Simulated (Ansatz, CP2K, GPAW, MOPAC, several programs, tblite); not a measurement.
**What cheap methods get right for MgS**

How much accuracy does each second buy? MgS is computed with 11 methods, from the cheapest up to r2SCAN.

Program: MOPAC, tblite, CP2K, GPAW, Ansatz (versions at each run). Level of theory: no spin polarisation, static lattice; gaps from single points on the cell relaxed beforehand with r²SCAN. These are calculated values, not measurements.

### Step 1. Starting point

It takes space group F-43m (No. 216, cubic). Conventional cell: a = 5.662 Å, b = 5.662 Å, c = 5.662 Å, α = 90.00°, β = 90.00°, γ = 90.00°. Mg (site symmetry -43m) has 4 S at 2.45 Å as nearest neighbours. S (site symmetry -43m) is surrounded by 4 Mg at 2.45 Å.

As a file:

```
Mg S
1.0
     0.00000    2.83087    2.83087
     2.83087    0.00000    2.83087
     2.83087    2.83087    0.00000
Mg S
1 1
Direct
  0.00000 0.00000 0.00000
  0.75000 0.75000 0.75000
```

The structure type (database structure) is imposed and need not be the compound's stable one.

**Question.** The methods are PM6, PM7, GFN1-xTB (tblite), GFN2-xTB (tblite), PBE/DZVP, PBE/single-zeta, PBE/SZV, coarse PBE, GLLB-SC, PBE, r2SCAN. What gap does r2SCAN give on this cell, and which other methods (full PBE left aside) come nearest to r2SCAN and farthest in gap, volume and bulk modulus?

| quantity | value |
| --- | --- |
| r2SCAN | gap 4.14 eV, 22.69 Å³/atom, B₀ 60 GPa |
| gap: nearest and farthest of the other methods | coarse PBE (-0.67 eV), GFN1-xTB (tblite) (-3.88 eV) |
| volume: nearest and farthest of the other methods | GFN2-xTB (tblite) (-2.6 %), GFN1-xTB (tblite) (-4.8 %) |
| bulk modulus: nearest and farthest of the other methods | coarse PBE (-6 %), GFN2-xTB (tblite) (-32 %) |

In words: For the gap, of the 9 methods compared (full PBE left aside), coarse PBE comes nearest to r2SCAN and GFN1-xTB (tblite) is farthest. For the volume, of the 3 methods compared (full PBE left aside), GFN2-xTB (tblite) comes nearest to r2SCAN and GFN1-xTB (tblite) is farthest. For the bulk modulus, of the 3 methods compared (full PBE left aside), coarse PBE comes nearest to r2SCAN and GFN2-xTB (tblite) is farthest. A minimal basis or a coarse cutoff and mesh shifts results by its own error, so closeness to r2SCAN can be chance. Cluster runs see only the k-points that fold onto the zone centre, so their gaps can miss the band edges. GLLB-SC is compared with its derivative discontinuity added. No volume is given for PM6, PM7, PBE/DZVP, PBE/single-zeta, PBE/SZV, which can hide a larger miss. CPU times run from 0.71 s (coarse PBE) to 14 s (PBE/DZVP). On this cell PM6, PM7, GFN2-xTB (tblite), PBE/DZVP, PBE/single-zeta, PBE/SZV, GLLB-SC cost more than r2SCAN itself (4.7 s), so they are no saving here. r2SCAN is a yardstick, not the truth: it usually gives gaps below the measured ones.
